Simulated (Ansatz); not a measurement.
# A defect in a wire: Rh wire along [110], 4 atoms a period, Pd in place of one Rh, part 2 of 4

Aim: how much does this defect scatter, and at which energies?

Ansatz 0.2.0; DFT PBE, plane waves, PAW; relaxation of a wire's period (the session's first sound run).

So far. Step 2 (Relaxation of atoms and period): The cell's length comes to 2.515 Å with an absolute moment of 1.72 μB a cell.

## 3. The wire at its relaxed period

This step: DFT PBE, plane waves, PAW; channels and complex bands of a perfect wire (Ansatz 0.2.0).

At the relaxed period the Bloch states of the perfect wire are found at each energy: those that move forward count the open channels, and those that decay describe how a disturbance dies away inside the wire itself. An energy step of 0.035 eV is under the 0.039 eV that the program asks for its thermal average at 300 K.

Contents of input.yaml:

```yaml
crystal:
  lattice:
    - [8.715, 0.0, 0.0]
    - [0.0, 10.862, 0.0]
    - [0.0, 0.0, 2.5147952622]
  atoms:
    - { symbol: Rh, position: [0.407171114, 0.421839195, 0.0], spin: 0.37 }
    - { symbol: Rh, position: [0.661322864, 0.356015852, 0.5], spin: 0.38 }
    - { symbol: Rh, position: [0.592828886, 0.578191044, 0.5], spin: 0.37 }
    - { symbol: Rh, position: [0.338677136, 0.644014387, 0.0], spin: 0.38 }
magnetization:
  spin_polarized: true
kpoints:
  mp_grid: { grid: [1, 1, 32] }
scf:
  occupations: { method: fermi_dirac, width: 0.05 }
hamiltonian:
  xc: pbe
output:
  transmission:
    e_range: [-1.26, 1.26]
    de: 0.035
    kmesh: [1, 1]
    reduced_basis: true
    leads: [[0, 0]]
basis:
  ecutwfc: "350 eV"
```

Launch:

```console
$ ansatz run input.yaml --threads 4 --pin off --max-ram 16384MiB --backend cpu --events-out ev --progress --plain --runs-dir out
```

Numbers of over 12 decimals in the logs are rounded to 6 here.

Output:

```text
Warning: basis.ecutwfc = 350 eV is below the records' recommended 420 eV, and the density's cutoff is lower with it unless basis.ecutrho_ratio is high enough to keep the records' density cutoff: compare with a run at a higher cutoff
[...]
Crystal: 4 atoms, lattice volume = 238.056 Å³
Basis set: ecut = 350 eV, 3553 PW (Γ)
Bands: 42, of which v1, the nominal top of the filled ones, is band 34 counted from 1 (33 counted from 0)
Symmetry: 4 space group operations
[...]
k-points: 17 of 32
[...]
Starting moments: Σ|m| = 1.5 μB on 4 of 4 sites
[...]
SCF iter   1: F=—  HF=-25606.746313 eV  |F-HF|=—  |Δ(HF+E_count)|=         —  Δρ=2.19e-2 (↑2.02e-2 ↓2.19e-2)  dr2=6.06e0  dr2_m=8.54e-2  M=1.596 μB ∫|m|=1.604 μB  β_m=0.30  ethr=3.10e-3  ⟨swp⟩=8.3  Hψ=6387  notcnv=0  defer=4
[...]
SCF iter  11: F=-25604.666473 eV  HF=-25604.666473 eV  |F-HF|=9.06e-10  |Δ(HF+E_count)|=   1.35e-8  Δρ=1.15e-6 (↑1.10e-6 ↓1.15e-6)  dr2=3.71e-9  dr2_m=1.05e-9  M=1.726 μB ∫|m|=1.785 μB  ethr=6.32e-11  ⟨swp⟩=5.6  Hψ=4818  notcnv=0
SCF 1 converged in 11 iterations: F = -25604.666473 eV  dr2 = 3.71e-9
[...]
transmission: 6 of 36 steps passed
transmission: 9 of 36 steps passed
[...]
transmission: 36 of 36 steps passed
SCF converged after 11 iterations
Magnetization: 1.7256 μB (34.8628 up, 33.1372 down)
Absolute magnetization: 1.7845 μB (∫|ρ↑−ρ↓|, with the PAW one-centre terms)
[...]
Per-site moments (μB) at R_I (Å): [(0.386663, 1.025473), (0.394407, 1.025473), (0.386663, 1.025473), (0.394407, 1.025473)]
Free energy (F): -25604.666473 eV
[...]
Internal energy: -25604.595239 eV  (E = F + TS)
E sigma→0 (E₀):  -25604.630856 eV
Entropy (-TS):   -0.071234 eV (-17.809 meV/atom)
Fermi energy:    1.618249 eV
[...]
--- Band table (eV; the first three rows and the last of 34) ---
  k-point 0 ↑: bands = [... 30 lower, 0.8442, 1.1508, 1.2692, 1.6669, 1.8246, 1.8484, 2.1511, 2.2793, ... 4 higher]
  k-point 1 ↑: bands = [... 30 lower, 0.7753, 1.1866, 1.2819, 1.6036, 1.7344, 1.9509, 2.1010, 2.2553, ... 4 higher]
  k-point 2 ↑: bands = [... 30 lower, 0.7026, 1.2336, 1.2626, 1.4325, 1.7026, 1.9627, 1.9976, 2.0257, ... 4 higher]
  k-point 16 ↓: bands = [... 30 lower, 1.6015, 1.6015, 1.7961, 1.7961, 2.9092, 2.9092, 5.5395, 5.5395, ... 4 higher]
--- Transmission ---
  basis      : 699 plane waves across, 3 finite elements along
  points     : 1, standing for a mesh of 1 x 1
  filling    : by the input's occupations and mesh, since the crystals that have channels conduct as metals do. If one of these is a semiconductor, that mesh has misplaced its level
  energies   : 73 from -1.260000 to 1.260000 eV about the Fermi level, 0.035000 eV apart; the leads are filled to 0.000000 eV, and channels, transmission and decay are at 0.000000 eV
  crystal 0  : Rh4, at the sites [0, 0], period 2.5148 Å: whole cells are its period
    offset         : up to 0.0000 Å between an atom of the period and one for which it stands
    filled         : 1.8 meV over the level at which it is neutral
    channels       : 5.000000e0 up, 9.000000e0 down
    conductance    : 5.2695e14 S/m² at 300 K; may be off by some 0.0 % by where its bands' edges are placed, 0.2 % from the distance to neutral
```

Run time: 2.9 min. Hardware: 4 threads of Arm Neoverse V1, shared host; peak memory 1.2 GiB; 10 min of CPU time.

Numbers from this step:

```yaml
energy_at_zero_smearing: -25604.6309 eV
total_moment: 1.726 μB
absolute_moment: 1.784 μB
channels_at_the_energy_nearest_the_fermi_level_spin_up: 5
channels_at_the_energy_nearest_the_fermi_level_spin_down: 9
conductance_of_the_lead_as_this_run_defines_it: 6.438 G₀
band_gap: 0 eV
```

Open channels of the lead against energy, zero at the Fermi level:

```tsv
energy (eV)	spin up	spin down
-1.26	7	8
-1.19	7	8
-1.08	8	10
-1.01	8	9
-0.91	8	7
-0.84	10	7
-0.73	9	8
-0.67	9	8
-0.56	9	10
-0.49	9	10
-0.39	8	9
-0.32	5	9
-0.21	7	9
-0.14	5	10
-0.04	5	9
0.00	5	9
0.04	5	7
0.14	6	5
0.21	5	7
0.32	8	5
0.39	6	6
0.49	6	6
0.56	5	6
0.67	6	6
0.73	6	6
0.84	5	5
0.91	5	5
1.01	5	6
1.08	3	5
1.19	4	5
1.26	4	5
```

Spin up; the slowest values at each energy, most degenerate partners merged, listed up to 1.5 1/Å. The Im kz of the slowest decaying states by energy, zero at the Fermi level:

```tsv
energy (eV)	decay 1 (Å⁻¹)	decay 2 (Å⁻¹)	decay 3 (Å⁻¹)	decay 4 (Å⁻¹)
-1.26	0.0231	0.0368	0.113	0.144
-1.16	0.0292	0.0854	0.111	0.144
-1.05	0.0853	0.164	0.223	0.245
-0.94	0.0402	0.177	0.202	0.282
-0.84	0.138	0.183	0.278	0.318
-0.77	0.0193	0.0379	0.0579	0.183
-0.67	0.0766	0.104	0.177	0.236
-0.56	0.0803	0.160	0.166	0.178
-0.46	0.126	0.179	0.336	0.637
-0.35	0.00761	0.133	0.140	0.263
-0.24	0.0921	0.139	0.142	0.313
-0.14	0.091	0.107	0.182	0.206
-0.04	0.0965	0.156	0.199	0.250
0.00	0.0857	0.170	0.199	0.263
0.04	0.0686	0.181	0.196	0.275
0.14	0.0909	0.137	0.204	0.306
0.24	0.0551	0.129	0.316	0.334
0.35	0.156	0.358	0.404	0.439
0.46	0.0647	0.175	0.380	0.404
0.56	0.0573	0.0668	0.190	0.400
0.67	0.0341	0.120	0.201	0.418
0.77	0.131	0.153	0.208	0.428
0.84	0.0433	0.157	0.170	0.211
0.94	0.0547	0.183	0.188	0.213
1.05	0.0432	0.0454	0.199	0.202
1.16	0.129	0.202	0.215	0.217
1.26	0.177	0.199	0.223	0.226
```

Spin down; the slowest values at each energy, most degenerate partners merged, listed up to 1.5 1/Å. The Im kz of the slowest decaying states by energy, zero at the Fermi level:

```tsv
energy (eV)	decay 1 (Å⁻¹)	decay 2 (Å⁻¹)	decay 3 (Å⁻¹)	decay 4 (Å⁻¹)
-1.190	0.0671	0.141	0.273	0.276
-1.085	0.0851	0.229	0.278	0.316
-1.015	0.00905	0.114	0.183	0.289
-0.910	0.0521	0.110	0.137	0.143
-0.805	0.0431	0.108	0.162	0.247
-0.700	0.0588	0.174	0.219	0.313
-0.595	0.169	0.180	0.316	0.357
-0.490	0.0897	0.181	0.304	0.391
-0.385	0.052	0.0770	0.176	0.284
-0.315	0.0682	0.110	0.167	0.263
-0.210	0.0555	0.146	0.166	0.214
-0.105	0.0334	0.0566	0.104	0.106
0.000	0.0816	0.0825	0.181	0.454
0.105	0.0660	0.107	0.122	0.165
0.210	0.101	0.127	0.214	0.375
0.315	0.0503	0.138	0.139	0.262
0.385	0.0691	0.122	0.167	0.285
0.490	0.0768	0.114	0.19	0.314
0.595	0.0211	0.143	0.305	0.339
0.700	0.0746	0.163	0.362	0.403
0.805	0.0813	0.177	0.383	0.406
0.910	0.0457	0.0967	0.187	0.402
1.015	0.0742	0.137	0.193	0.419
1.085	0.0235	0.122	0.156	0.194
1.190	0.0350	0.160	0.176	0.194
```

By hand: the program gives 5.2695 × 10^14 S/m² over the cell's cross-section of 94.66 Å² = 9.466 × 10^-19 m², so one cell conducts 4.988 × 10^-4 S. Divided by G0 = 2e²/h = 7.748 × 10^-5 S this is 6.44 G0, a resistance of 2.00 kΩ.

At the computed energy nearest the Fermi level there are 5 spin-up and 9 spin-down channels, and the thermal average gives 6.44 G₀.

(Continued in part 3 of 4.)

[Logs are printed without paths, hosts, clocks, repeated set-up lines and the standing remarks that a program may print on its own settings, such as how far it seeks lower states.]

[Hosts, paths, dates, database ids (printed as entryN), source tags and the programs' standing remarks are cut or masked in the printed files.]
